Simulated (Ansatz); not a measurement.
Runs of Ansatz 0.2.0 on Ru. It takes space group P6_3/mmc (No. 194, hexagonal). Conventional cell: a = 2.706 Å, b = 2.706 Å, c = 4.282 Å, α = 90.00°, β = 90.00°, γ = 120.00°. Ru (site symmetry -6m2) has 12 Ru at 2.65 to 2.71 Å as nearest neighbours. 

```tsv
task	level	cell	k mesh	cutoff (eV)	smearing	basis error allowed	mesh quality	gap on the mesh (eV)	pressure (GPa)	relaxed volume (Å³/atom)
relaxation of cell and atoms	PBE	relaxed	11 × 11 × 6	-	fermi-dirac 0.05 eV	0.001 eV/atom	not flagged	-	0.0	13.77
relaxation of cell and atoms	RPBE+D3(BJ)	relaxed	11 × 11 × 6	-	fermi-dirac 0.05 eV	0.001 eV/atom	not flagged	-	0.0	(a)
single point	PBE	as given	11 × 11 × 6	281	gaussian 0.021 eV	0.001 eV/atom	not flagged	none	4.4	-
single point	PBE	as given	6 × 6 × 3	242	fermi-dirac 0.04 eV	0.004 eV/atom	coarse	none	5.2	-
relaxation of cell and atoms	RPBE+D4	relaxed	11 × 11 × 6	-	fermi-dirac 0.05 eV	0.001 eV/atom	not flagged	-	0.0	(b)
```

Alike in all rows: potentials or basis all-electron LAPW, scalar-relativistic; no spin polarisation.

**Question.** Fill in the values left out.

**Answer.** (a) 12.37; (b) 13.48.

Caveats: some runs use coarse meshes; the k mesh is thin for a metal, which can move the energy by tens of meV per atom (some runs).

A k mesh can miss the band edges, and the runs leave out spin-orbit coupling on Ru.

A gap of «none» marks a metal or a gap under the smearing width.

The runs don't all hold the same shells in valence.
